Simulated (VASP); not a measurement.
# Al (Fm-3m) in VASP: notebook

One crystal, Al, is run at these levels: vdW-DF, optPBE-vdW, optB88-vdW, BEEF-vdW, r2SCAN; tasks: relaxation of cell and atoms, single point.

Program: VASP 6.6.1. These are calculated values, not measurements. Logs are shortened: lines on timing, memory, paths and dates and some standing lists are left out, and cuts for length are marked.

### Step 1. Starting point

The structure is cubic, space group Fm-3m (No. 225). The conventional cell has a = 4.050 Å, b = 4.050 Å, c = 4.050 Å, α = 90.00°, β = 90.00°, γ = 90.00°. Around Al (site symmetry m-3m) lie 12 Al at 2.86 Å.

### Step 2. Relaxation of cell and atoms, vdW-DF

The input, INCAR:

```
SYSTEM = Al
PREC     = Accurate       ! precision mode
ENCUT    = 600            ! plane-wave cutoff, eV
EDIFF    = 1E-6           ! SCF threshold, eV
ISMEAR   = -1             ! smearing method
SIGMA    = 0.05           ! smearing width, eV
LREAL    = .False.        ! projectors in reciprocal space
LASPH    = .True.         ! aspherical terms in the spheres
NELM     = 100            ! most SCF steps
ALGO     = Fast           ! electronic algorithm
ISIF     = 3              ! what is computed and relaxed
LWAVE    = .False.        ! write WAVECAR
LCHARG   = .False.        ! write CHGCAR
GGA      = RE             ! functional
LUSE_VDW = .True.       
AGGAC    = 0.0          
IBRION   = 2              ! ionic algorithm
NSW      = 60             ! ionic steps
EDIFFG   = -0.005         ! ionic threshold
```

The input, KPOINTS:

```
regular mesh
0
Gamma
  11 11 11
  0 0 0
```

The input, POSCAR:

```
Al
1.0
    0.0000000000      2.0248050000      2.0248050000
    2.0248050000      0.0000000000      2.0248050000
    2.0248050000      2.0248050000      0.0000000000
Al
1
Direct
    0.0000000000      0.0000000000      0.0000000000
```

Potentials or basis: VASP PAW PBE potentials, release 64 (Al).

Started as:

```console
> cat potpaw_PBE.64/Al/POTCAR > POTCAR
> mpirun -np 1 vasp_std > vasp.out
```

OUTCAR:

```text
SYSTEM = Al
   PREC = Accurate
   ENCUT = 600
   EDIFF = 1E-6
   ISMEAR = -1
   LREAL = .False.
   LASPH = .True.
   NELM = 100
   ISIF = 3
   GGA = RE
   IBRION = 2
   NSW = 60
   EDIFFG = -0.005

 ion  position               nearest neighbor table
   1  0.000  0.000  0.000-

  LATTYP: Found a face centered cubic cell.
 ALAT       =     4.0496100000

  Lattice vectors:

 A1 = (   0.0000000000,   2.0248050000,   2.0248050000)
 A2 = (   2.0248050000,   0.0000000000,   2.0248050000)
 A3 = (   2.0248050000,   2.0248050000,   0.0000000000)

Analysis of symmetry for initial positions (statically):
=====================================================================
 Subroutine PRICEL returns:
 Original cell was already a primitive cell.

 Routine SETGRP: Setting up the symmetry group for a
 face centered cubic supercell.

 Subroutine GETGRP returns: Found 48 space group operations
 (whereof 48 operations were pure point group operations)
 out of a pool of 48 trial point group operations.

The static configuration has the point symmetry O_h .

Analysis of symmetry for dynamics (positions and initial velocities):
=====================================================================
 Subroutine PRICEL returns:
 Original cell was already a primitive cell.

 Routine SETGRP: Setting up the symmetry group for a
 face centered cubic supercell.

 Subroutine GETGRP returns: Found 48 space group operations
 (whereof 48 operations were pure point group operations)
 out of a pool of 48 trial point group operations.

The dynamic configuration has the point symmetry O_h .

 Subroutine INISYM returns: Found 48 space group operations
 (whereof 48 operations are pure point group operations),
 and found     1 'primitive' translations

----------------------------------------------------------------------------------------

                                     Primitive cell

  volume of cell :      16.6027

  direct lattice vectors                    reciprocal lattice vectors
     0.000000000  2.024805000  2.024805000    -0.246937359  0.246937359  0.246937359
     2.024805000  0.000000000  2.024805000     0.246937359 -0.246937359  0.246937359
     2.024805000  2.024805000  0.000000000     0.246937359  0.246937359 -0.246937359

  length of vectors
     2.863506692  2.863506692  2.863506692     0.427708053  0.427708053  0.427708053

  position of ions in fractional coordinates (direct lattice)
     0.000000000  0.000000000  0.000000000

  ion indices of the primitive-cell ions
   primitive index   ion index
                 1           1

----------------------------------------------------------------------------------------

 KPOINTS: regular mesh

Automatic generation of k-mesh.
 Grid dimensions read from file:
 generate k-points for:   11   11   11

 Generating k-lattice:

  Cartesian coordinates                     Fractional coordinates (reciprocal lattice)
    -0.022448851  0.022448851  0.022448851     0.090909091  0.000000000  0.000000000
     0.022448851 -0.022448851  0.022448851     0.000000000  0.090909091  0.000000000
     0.022448851  0.022448851 -0.022448851     0.000000000  0.000000000  0.090909091

  Length of vectors
     0.038882550  0.038882550  0.038882550

  Shift w.r.t. Gamma in fractional coordinates (k-lattice)
     0.000000000  0.000000000  0.000000000

 Subroutine IBZKPT returns following result:
 ===========================================

 Found     56 irreducible k-points:

 Following reciprocal coordinates:
            Coordinates               Weight
  0.000000  0.000000  0.000000      1.000000
  0.090909  0.000000  0.000000      8.000000
  0.181818  0.000000  0.000000      8.000000
  0.272727  0.000000  0.000000      8.000000
  0.363636  0.000000  0.000000      8.000000
  0.454545  0.000000  0.000000      8.000000
[... 16 lines left out ...]
 -0.272727  0.181818  0.000000     24.000000
 -0.181818  0.181818  0.000000     12.000000
 [... further k-points ...]
   k-points           NKPTS =     56   k-points in BZ     NKDIM =     56   number of bands    NBANDS=      5
   number of dos      NEDOS =    301   number of ions     NIONS =      1
   total plane-waves  NPLWV =  13824
   dimension x,y,z NGX =    24 NGY =   24 NGZ =   24
   dimension x,y,z NGXF=    48 NGYF=   48 NGZF=   48
   ions per type =               1
   NGX,Y,Z   is equivalent  to a cutoff of  13.93, 13.93, 13.93 a.u.
   NGXF,Y,Z  is equivalent  to a cutoff of  27.87, 27.87, 27.87 a.u.
 SYSTEM =  Al
   PREC   = accura    normal or accurate (medium, high low for compatibility)
   ISTART =      0    job   : 0-new  1-cont  2-samecut
   ICHARG =      2    charge: 1-file 2-atom 10-const
   ISPIN  =      1    spin polarized calculation?
   LNONCOLLINEAR =      F non collinear calculations
   LSORBIT =      F    spin-orbit coupling
   LASPH  =      T    aspherical Exc in radial PAW
   ENCUT  =  600.0 eV  44.10 Ry    6.64 a.u.   5.72  5.72  5.72*2*pi/ulx,y,z
   NELM   =    100;   NELMIN=  2; NELMDL= -5     # of ELM steps
   EDIFF  = 0.1E-05   stopping-criterion for ELM
   LREAL  =      F    real-space projection
   EDIFFG = -.5E-02   stopping-criterion for IOM
   NSW    =     60    number of steps for IOM
   IBRION =      2    ionic relax: 0-MD 1-quasi-New 2-CG
   NFREE  =      1    steps in history (QN), initial steepest desc. (CG)
   ISIF   =      3    stress and relaxation
   ISYM   =      2    0-nonsym 1-usesym 2-fastsym
   POTIM  = 0.5000    time-step for ionic-motion
   TEBEG  =    0.0;   TEEND  =   0.0 temperature during run
   PSTRESS=    0.0 pullay stress
   NELECT =       3.0000    total number of electrons
   NUPDOWN=      -1.0000    fix difference up-down
   EMIN   =  10.00;   EMAX   =-10.00  energy-range for DOS
   EFERMI =   0.00;   METHOD = LEGACY
   ISMEAR =    -1;   SIGMA  =   0.05  broadening in eV -4-tet -1-fermi 0-gaus
   EFERMI_NEDOS =   21; number of points for ismear=-14 and -15
   IALGO  =     68    algorithm
   IMIX   =      4    mixing-type and parameters
     AMIX     =   0.40;   BMIX     =  1.00
     AMIX_MAG =   1.60;   BMIX_MAG =  1.00
  volume/ion in A,a.u.               =      16.60       112.04
  Fermi-wavevector in a.u.,A,eV,Ry     =   0.925526  1.748991 11.654733  0.856599
  Thomas-Fermi vector in A             =   2.051390
   LORBIT       =      0    0 simple, 1 ext, 2 COOP (PROOUT), +10 PAW based schemes
   GGA     = RE    functional components
   LHFCALC =     F    Hartree Fock is set to
   AEXX    =    0.0000 exact exchange contribution
   IVDW_NL    =     1    kernel type
   BPARAM     = 6.3000
   IVDW    =     0    specifies the selected vdW correction
   LEPSILON=     F    determine dielectric tensor
   LRPA    =     F    only Hartree local field effects (RPA)
 conjugate gradient relaxation of ions
 non-spin polarized calculation
 RMM-DIIS sequential band-by-band and
  energy-cutoff  :      600.00
  volume of cell :       16.60
 maximum number of plane-waves:       564
   NGX = 11   NGY = 11   NGZ = 11

--------------------------------------- Ionic step        1  -------------------------------------------

 number of electron       3.0000000 magnetization

 Free energy of the ion-electron system (eV)
  ---------------------------------------------------
  ext. energy  EPLUGINS =         0.00000000
  ---------------------------------------------------
  free energy    TOTEN  =        -1.87025248 eV

  energy without entropy =       -1.86623478  energy(sigma->0) =       -1.86824363

------------------------ aborting loop because EDIFF is reached ----------------------------------------

  FORCE on cell =-STRESS in cart. coord.  units (eV):
  Direction    XX          YY          ZZ          XY          YZ          ZX
  --------------------------------------------------------------------------------------
  -------------------------------------------------------------------------------------
  Total        0.1932935      0.1932935      0.1932935      0.0000000      0.0000000      0.0000000
  in kB       18.6529766     18.6529766     18.6529766      0.0000000      0.0000000      0.0000000
  external PRESSURE =      18.6529766 kB  Pullay stress =       0.0000000 kB
[... 59 lines left out ...]
Total vdW correction in eV:      0.5328420

--------------------------------------- Ionic step        3  -------------------------------------------

 number of electron       3.0000000 magnetization

 Free energy of the ion-electron system (eV)
  ---------------------------------------------------
  ext. energy  EPLUGINS =         0.00000000
  ---------------------------------------------------
  free energy    TOTEN  =        -1.87271427 eV

  energy without entropy =       -1.86872072  energy(sigma->0) =       -1.87071749

 E-fermi :   7.7447     XC(G=0): -10.0134

 val. band max:        7.5200655448   @ k =  -0.4545   0.4545   0.0909
 cond. band min:       7.7485725852   @ k =   0.4545   0.1818   0.0909
 fundamental gap:      0.2285070404
 Fermi energy:         7.7446642002

 k-point     1 :       0.0000    0.0000    0.0000
  band No.  band energies     occupation
      1      -3.1860      2.00000
      2      20.1305      0.00000
      3      20.1305      0.00000
      4      20.1305      0.00000
      5      21.3809      0.00000

 k-point     2 :       0.0909    0.0000    0.0000
  band No.  band energies     occupation
      1      -2.9664      2.00000
      2      17.2192      0.00000
      3      19.4455      0.00000
      4      19.4455      0.00000
      5      22.1406      0.00000
[... 169 lines left out ...]
 k-point    24 :      -0.1818    0.1818    0.0000
  band No.  band energies     occupation
      1      -0.8597      2.00000
      2      11.4786      0.00000
      3      12.8598      0.00000
      4      19.2814      0.00000
      5      21.3406      0.00000

 [... further k-points ...]

------------------------ aborting loop because EDIFF is reached ----------------------------------------

  FORCE on cell =-STRESS in cart. coord.  units (eV):
  Direction    XX          YY          ZZ          XY          YZ          ZX
  --------------------------------------------------------------------------------------
  -------------------------------------------------------------------------------------
  Total       -0.0005132     -0.0005132     -0.0005132     -0.0000000      0.0000000      0.0000000
  in kB       -0.0482632     -0.0482632     -0.0482632     -0.0000000      0.0000000      0.0000000
  external PRESSURE =      -0.0482632 kB  Pullay stress =       0.0000000 kB
[... 16 lines left out ...]
  FREE ENERGIE OF THE ION-ELECTRON SYSTEM (eV)
  ---------------------------------------------------
  free  energy   TOTEN  =        -1.8727142678 eV

  energy  without entropy=       -1.8687207181  energy(sigma->0) =       -1.87071749

Total vdW correction in eV:      0.5323605

 reached required accuracy - stopping structural energy minimisation
```

Run time: 34 s. Hardware: 1 thread of Intel Xeon Platinum 8375C at 2.90GHz (Ice Lake), shared host; peak memory 0.27 GiB.

Results:

| Item | Value |
| --- | --- |
| Free energy | -1.8727 eV |
| Relaxed volume | 17.04 Å³/atom |
| Relaxed cell | a = 2.888 Å, b = 2.888 Å, c = 2.888 Å, α = 60.00°, β = 60.00°, γ = 60.00° |
| Space group after relaxing (to 0.05 Å) | Fm-3m (No. 225) |
| Energy gained by relaxing | 2.5 meV/atom |
| Ionic steps | 3 |
| Pressure after relaxing | 0.0 GPa |
| Band gap on the k mesh | none (metal or under the smearing width) |

Step by step:
| step | energy change (eV) | largest force (eV/Å) | pressure (GPa) | volume (Å³) |
| --- | --- | --- | --- | --- |
| 1 | 0.0000 | 0.0000 | 1.87 | 16.60 |
| 2 | -0.0024 | 0.0000 | -0.14 | 17.07 |
| 3 | -0.0025 | 0.0000 | 0.00 | 17.04 |

Final structure:
```yaml
crystal:
  lattice:
    - [0.00000, 2.04228, 2.04228]
    - [2.04228, 0.00000, 2.04228]
    - [2.04228, 2.04228, 0.00000]
  atoms:
    - { symbol: Al, position: [0.00000, 0.00000, 0.00000] }
```

Caveat: the PAW data sets were made with another functional, which shifts forces and pressure a little.

### Step 3. Relaxation of cell and atoms, optPBE-vdW

The input, INCAR:

```
SYSTEM = Al
PREC = Accurate ; ENCUT = 600
EDIFF = 1E-7 ; ISMEAR = -1
SIGMA = 0.05 ; LREAL = .False.
LASPH = .True. ; NELM = 100
ALGO = Fast ; ISIF = 3
LWAVE = .False. ; LCHARG = .False.
GGA = OR ; LUSE_VDW = .True.
AGGAC = 0.0 ; IBRION = 2
NSW = 40 ; EDIFFG = -0.01
```

The input, KPOINTS:

```
Automatic mesh
0
Gamma
  11 11 11
  0 0 0
```

POSCAR is that of step 2.

Potentials or basis: VASP PAW PBE potentials, release 64 (Al).

Started as:

```console
> cat potpaw_PBE.64/Al/POTCAR > POTCAR
> mpirun -np 1 vasp_std > vasp.out
```

Wall time 35 s (1 thread of Intel Xeon Platinum 8375C at 2.90GHz (Ice Lake), shared host); peak memory 0.25 GiB.

Results (log left out):

```
Free energy                            : -2.1988 eV
Relaxed volume                         : 16.73 Å³/atom
Relaxed cell                           : a = 2.871 Å, b = 2.871 Å, c = 2.871 Å, α = 60.00°, β = 60.00°, γ = 60.00°
Space group after relaxing (to 0.05 Å) : Fm-3m (No. 225)
Energy gained by relaxing              : 0.2 meV/atom
Ionic steps                            : 2
Pressure after relaxing                : -0.1 GPa
Band gap on the k mesh                 : none (metal or under the smearing width)
```

The path:
| step | energy change (eV) | largest force (eV/Å) | pressure (GPa) | volume (Å³) |
| --- | --- | --- | --- | --- |
| 1 | 0.0000 | 0.0000 | 0.52 | 16.60 |
| 2 | -0.0002 | 0.0000 | -0.06 | 16.73 |

Final structure:
```cif
data_structure
_symmetry_space_group_name_H-M 'P 1'
_symmetry_Int_Tables_number 1
_cell_length_a 2.8710
_cell_length_b 2.8710
_cell_length_c 2.8710
_cell_angle_alpha 60.000
_cell_angle_beta 60.000
_cell_angle_gamma 60.000
_cell_volume 16.73
loop_
_atom_site_label
_atom_site_type_symbol
_atom_site_fract_x
_atom_site_fract_y
_atom_site_fract_z
_atom_site_occupancy
Al1 Al 0.00000 0.00000 0.00000 1
```

Levels at points of the mesh, in eV from the Fermi level:
```csv
k point,band 1,band 2,band 3,band 4
"(0.00, 0.00, 0.00)",-11.05,12.50,12.50,12.50
```

Caveat: the PAW data sets were made with another functional, which shifts forces and pressure a little.

### Step 4. Relaxation of cell and atoms, optB88-vdW

The input, INCAR:

```
SYSTEM = Al
PREC = Accurate
ENCUT = 600
EDIFF = 1E-7
ISMEAR = -1
SIGMA = 0.05
LREAL = .False.
LASPH = .True.
NELM = 80
ALGO = Normal
ISIF = 3
LWAVE = .False.
LCHARG = .False.
GGA = BO
LUSE_VDW = .True.
AGGAC = 0.0
PARAM1 = 0.1833333333
PARAM2 = 0.22
IBRION = 2
NSW = 60
EDIFFG = -0.01
```

KPOINTS is that of step 3.

POSCAR is that of step 3.

Started as:

```console
> cat potpaw_PBE.64/Al/POTCAR > POTCAR
> mpirun -np 1 vasp_std > vasp.out
```

Wall time 28 s (1 thread of Intel Xeon Platinum 8375C at 2.90GHz (Ice Lake), shared host); peak memory 0.26 GiB.

The run converged. Its results:

- Free energy: -2.2638 eV
- Relaxed volume: 16.68 Å³/atom
- Relaxed cell: a = 2.868 Å, b = 2.868 Å, c = 2.868 Å, α = 60.00°, β = 60.00°, γ = 60.00°
- Space group after relaxing (to 0.05 Å): Fm-3m (No. 225)
- Energy gained by relaxing: 0.1 meV/atom
- Ionic steps: 2
- Pressure after relaxing: 0.0 GPa
- Band gap on the k mesh: none (metal or under the smearing width)

Final structure:
```
Al
1.0
     0.00000    2.02775    2.02775
     2.02775    0.00000    2.02775
     2.02775    2.02775    0.00000
Al
1
Direct
  0.00000 0.00000 0.00000
```

Levels at points of the mesh, in eV from the Fermi level:
```
           k point  band 1  band 2  band 3  band 4
(0.00, 0.00, 0.00)  -11.07   12.51   12.51   12.51
```

Caveat: the PAW data sets were made with another functional, which shifts forces and pressure a little.

### Step 5. Relaxation of cell and atoms, BEEF-vdW

The input, INCAR:

```
ALGO = Fast
EDIFF = 1E-6
EDIFFG = -0.02
ENCUT = 600
GGA = BF
IBRION = 2
ISIF = 3
ISMEAR = -1
LASPH = T
LCHARG = F
LREAL = F
LUSE_VDW = T
LWAVE = F
NELM = 60
NSW = 40
PREC = Accurate
SIGMA = 0.05
ZAB_VDW = -1.8867
```

The input, KPOINTS:

```
k-points
0
Gamma
  11 11 11
```

POSCAR is that of step 4.

Started as:

```console
> cat potpaw_PBE.64/Al/POTCAR > POTCAR
> mpirun -np 1 vasp_std > vasp.out
```

It took 43 s on 1 thread of Intel Xeon Platinum 8375C at 2.90GHz (Ice Lake), shared host; peak memory 0.26 GiB.

It converged, with:

- Free energy: -2.5388 eV
- Relaxed volume: 16.30 Å³/atom
- Relaxed cell: a = 2.846 Å, b = 2.846 Å, c = 2.846 Å, α = 60.00°, β = 60.00°, γ = 60.00°
- Space group after relaxing (to 0.05 Å): Fm-3m (No. 225)
- Energy gained by relaxing: 1.4 meV/atom
- Ionic steps: 3
- Pressure after relaxing: 0.0 GPa
- Band gap on the k mesh: none (metal or under the smearing width)

The path:
```tsv
step	energy change (eV)	largest force (eV/Å)	pressure (GPa)	volume (Å³)
1	0.0000	0.0000	-1.45	16.60
2	-0.0014	0.0000	0.31	16.24
3	-0.0014	0.0000	0.02	16.30
```

Final structure:
```
Al
1.0
     0.00000    2.01248    2.01248
     2.01248    0.00000    2.01248
     2.01248    2.01248    0.00000
Al
1
Direct
  0.00000 0.00000 0.00000
```

Levels at points of the mesh, in eV from the Fermi level:
```csv
k point,band 1,band 2,band 3,band 4,band 5
"(0.00, 0.00, 0.00)",-11.22,12.64,12.64,12.64,14.36
```

Caveat: the PAW data sets were made with another functional, which shifts forces and pressure a little.

### Step 6. Single point, r2SCAN

The input, INCAR:

```
PREC = Accurate
ENCUT = 520
EDIFF = 1E-7
ISMEAR = -1
SIGMA = 0.05
LREAL = F
LASPH = T
NELM = 60
ALGO = Normal
ISIF = 2
LWAVE = F
LCHARG = F
METAGGA = R2SCAN
LMIXTAU = T
NBANDS = 8
```

The input, KPOINTS:

```
regular mesh
0
Gamma
  11 11 11
```

POSCAR is that of step 5.

Potentials or basis: VASP PAW PBE potentials, release 64 (Al).

Started as:

```console
> cat potpaw_PBE.64/Al/POTCAR > POTCAR
> mpirun -np 1 vasp_std > vasp.out
```

It took 2.5 min on 1 thread of AMD EPYC, shared host; peak memory 0.1 GiB.

The run converged. Its results:

```yaml
Free_energy: -6.7379 eV
Pressure: -3.6 GPa
Band_gap_on_the_k_mesh: none (metal or under the smearing width)
```

Levels at points of the mesh, in eV from the Fermi level:
| k point | band 1 | band 2 | band 3 | band 4 |
| --- | --- | --- | --- | --- |
| (0.00, 0.00, 0.00) | -11.80 | 13.29 | 13.29 | 13.29 |

Caveat: the PAW data sets were made with another functional, which shifts forces and pressure a little.

### Step 7. For comparison

An earlier run on the cell as given: functional PBE; potentials or basis VASP PAW PBE potentials, release 64 (Al); cutoff 520 eV; k mesh 11 × 11 × 11; occupations fermi-dirac, width 0.05 eV; no spin polarisation.

* Pressure: -0.5 GPa
* Band gap on the k mesh: none (metal or under the smearing width)

### Step 8. The runs side by side

| task | level | cell | cutoff (eV) | gap on the mesh (eV) | pressure (GPa) | relaxed volume (Å³/atom) |
| --- | --- | --- | --- | --- | --- | --- |
| relaxation of cell and atoms | vdW-DF | relaxed | 600 | none | 0.0 | 17.04 |
| relaxation of cell and atoms | optPBE-vdW | relaxed | 600 | none | -0.1 | 16.73 |
| relaxation of cell and atoms | optB88-vdW | relaxed | 600 | none | 0.0 | 16.68 |
| relaxation of cell and atoms | BEEF-vdW | relaxed | 600 | none | 0.0 | 16.30 |
| single point | r2SCAN | as given | 520 | none | -3.6 | - |
| single point | PBE | as given | 520 | none | -0.5 | - |

Alike in all rows: potentials or basis VASP PAW PBE potentials, release 64 (Al); no spin polarisation; k mesh 11 × 11 × 11; smearing fermi-dirac 0.05 eV.

Caveats: the PAW data sets were made with another functional, which shifts forces and pressure a little (some runs).

Total energies depend on the potentials used, so only differences within one code and one set of settings carry meaning.

### Step 9. Comparison with measurements

Step 2. The cell as given is a measured one (16.60 Å³/atom); vdW-DF puts the equilibrium volume +2.6 % from it, thermal expansion not counted.

Step 3. The cell as given is a measured one (16.60 Å³/atom); optPBE-vdW puts the equilibrium volume +0.8 % from it, thermal expansion not counted.

Step 4. The cell as given is a measured one (16.60 Å³/atom); optB88-vdW puts the equilibrium volume +0.4 % from it, thermal expansion not counted.

Step 5. The cell as given is a measured one (16.60 Å³/atom); BEEF-vdW puts the equilibrium volume -1.8 % from it, thermal expansion not counted.
